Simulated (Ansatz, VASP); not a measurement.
# One calculation of MgO, two programs

Contents of INCAR:

```
SYSTEM = MgO
PREC     = Accurate       ! precision mode
ENCUT    = 520            ! plane-wave cutoff, eV
EDIFF    = 1E-6           ! SCF threshold, eV
ISMEAR   = 0              ! smearing method
SIGMA    = 0.05           ! smearing width, eV
LREAL    = .False.        ! projectors in reciprocal space
LASPH    = .True.         ! aspherical terms in the spheres
NELM     = 80             ! most SCF steps
ALGO     = Normal         ! electronic algorithm
ISIF     = 2              ! what is computed and relaxed
LWAVE    = .False.        ! write WAVECAR
LCHARG   = .False.        ! write CHGCAR
GGA      = PS             ! functional
NBANDS   = 11             ! bands
```

KPOINTS

```
regular mesh
0
Gamma
  9 9 8
  0 0 0
```

File POSCAR:

```
MgO
1.0
    2.8278451195      0.0000000000      0.0000000000
   -1.4139225598      2.4489857115      0.0000000000
    0.0000000000      0.0000000000      2.6796800000
Mg O
1 1
Direct
    0.0000000000      0.0000000000      0.0000000000
    0.3333333333      0.6666666667      0.5000000000
```

Input for Ansatz:

```yaml
crystal:
  lattice:
    - [2.8278451195, 0.0, 0.0]
    - [-1.4139225598, 2.4489857115, 0.0]
    - [0.0, 0.0, 2.67968]
  atoms:
    - { symbol: Mg, position: [0.0, 0.0, 0.0] }
    - { symbol: O, position: [0.3333333333, 0.6666666667, 0.5] }
basis:
  ecutwfc: 420
kpoints:
  mp_grid: { grid: [9, 9, 8] }
hamiltonian:
  xc: pbesol
scf:
  occupations: { method: gaussian, width: 0.05 }
output:
  forces: true
  stress: true
  eigenvalues: true
```

Change from the starting cell: strain -0.0375 x Voigt [1, 1, 0, 0, 0, 0], atoms carried along.

Alike in both runs: task single point; functional PBEsol; k mesh 9 × 9 × 8; occupations gaussian, width 0.05 eV; no spin polarisation.

|  | VASP | Ansatz |
| --- | --- | --- |
| version | VASP 6.6.1 | Ansatz 0.2.0 |
| potentials or method | VASP PAW PBE potentials, release 64 (Mg, O) | scalar-relativistic, plane waves, PAW |
| plane-wave cutoff (eV) | 520 | 420 |
| valence electrons in the cell | 8 | 16 |

|  | VASP | Ansatz | Ansatz less VASP |
| --- | --- | --- | --- |
| gap on the k mesh at the Fermi level (eV) | 3.36 | 3.36 | +0.002 |
| least direct gap on the mesh (eV) | 3.84 | 3.83 | -0.002 |
| pressure (GPa) | 6.5 | 6.9 | +0.38 |
| largest component of the traceless stress (GPa) | 13.25 | 13.11 | -0.140 |

With one functional, cell and mesh, what is left measures potentials, basis and numerics. The two sets of potentials don't hold the same shells in valence.

Caveats: the PAW data sets were made with another functional, which shifts forces and pressure a little (VASP); an odd mesh through Γ misses points on the zone boundary, where band edges often lie.
